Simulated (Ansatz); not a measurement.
## What internal relaxation does to the elastic constants of BN

These are results of DFT PBEsol, scalar-relativistic, plane waves, PAW in Ansatz, not measurements. Settings: 420 eV plane-wave cutoff, Γ-centred 12×12×12 mesh, fixed occupations. No spin polarisation.

The cell, relaxed at this level:
```
CELL_PARAMETERS angstrom
0.00000 3.56962 2.16780
1.25244 0.00000 2.16780
1.25244 3.56962 0.00000
ATOMIC_POSITIONS crystal
B 0.00007 0.00007 0.99993
N 0.66663 0.66663 0.33337
```

The crystal is built of layers and no dispersion correction was added, so the binding between them is poorly described, and with it their spacing and whatever depends on it.

Clamped-ion constants (GPa, Voigt order; atoms follow the strain homogeneously):
```
850.3   2.5 158.4   0.0   0.0   0.0
  2.4   8.3  -1.9   0.0   0.0   0.0
158.3  -1.7 852.9   0.0   0.0   0.0
  0.0   0.0   0.0  -1.6   0.0   0.0
  0.0   0.0   0.0   0.0 346.6   0.0
  0.0   0.0   0.0   0.0   0.0   4.8
```

Question: What are the constants once the atoms relax in each strained cell?

Answer:
C11 = 817.1, C12 = 2.7, C13 = 191.5, C22 = 8.3, C23 = -2.1, C33 = 819.7, C44 = -1.6, C55 = 313.5, C66 = 4.8 GPa; the others vanish.
The Voigt shear modulus goes from 173.5 to 160.2 GPa and the Voigt bulk modulus doesn't change. Relaxation subtracts ΛᵀK⁻¹Λ/V, with Λ the forces that a strain puts on the atoms and K the zone-centre force constants. At a stable cell this can only lower the diagonal constants, and it acts only for strains that share their symmetry with an optical mode; elsewhere, and where the coupling is weak, the constants hardly move. The least eigenvalue of the relaxed constants is -1.6 GPa, so this cell isn't stable against every strain.

This form isn't the usual stable structure of the compound.

Cost: 2 runs of about 7.4 core-minutes in all, on Intel Xeon Platinum 8488C (Sapphire Rapids), Intel Xeon Platinum 8259CL (Skylake/Cascade Lake) (shared hosts).